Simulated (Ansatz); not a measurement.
A (001) slab of Au (Cmcm (No. 63)), 6 planes, outer planes Au (top) and Au (bottom), with 6 atoms (Au6) in a surface cell of A = 7.365 Å², as cut from the bulk:

```yaml
crystal:
  lattice:
    - [2.86542, 0.00000, 0.00000]
    - [-1.43271, 2.57038, 0.00000]
    - [0.00000, 0.00000, 27.23033]
  atoms:
    - { symbol: Au, position: [0.33605, 0.67210, 0.27543] }
    - { symbol: Au, position: [0.66395, 0.32790, 0.36526] }
    - { symbol: Au, position: [0.33605, 0.67210, 0.45509] }
    - { symbol: Au, position: [0.66395, 0.32790, 0.54491] }
    - { symbol: Au, position: [0.33605, 0.67210, 0.63474] }
    - { symbol: Au, position: [0.66395, 0.32790, 0.72457] }
```

The calculation used Ansatz, DFT PBE, scalar-relativistic, plane waves, PAW. Plane waves to 420 eV, a k mesh through Γ of 14×13×1 on the computed 6-atom cell and Gaussian smearing (0.10 eV); no spin polarisation. The cell repeats along c with a dipole correction in the vacuum.

Against the same 6 atoms in the bulk, the slab as cut lies 0.613 eV higher and the relaxed slab 0.612 eV higher.

Task: Work out the surface energy before and after relaxation.

Result: The slab has two faces, so γ = (E_slab − N·E_bulk)/(2A), the mean of both. As cut: 0.613/(2 × 7.365) = 0.0416 eV/Å², and 1 eV/Å² = 16.02 J/m², so γ = 0.67 J/m². Relaxed: 0.612/(2 × 7.365) = 0.0415 eV/Å² = 0.67 J/m². Relaxation recovers 0.2 % of the cost of cutting.

Task: What is the ideal work of this cut, per area?

Result: Griffith's ideal work is 2γ: 1.33 J/m², whether the new faces relax or not. One thickness was run, 6 planes, so γ can still shift with it.

The reference crystal is a form of Au, which isn't its usual structure.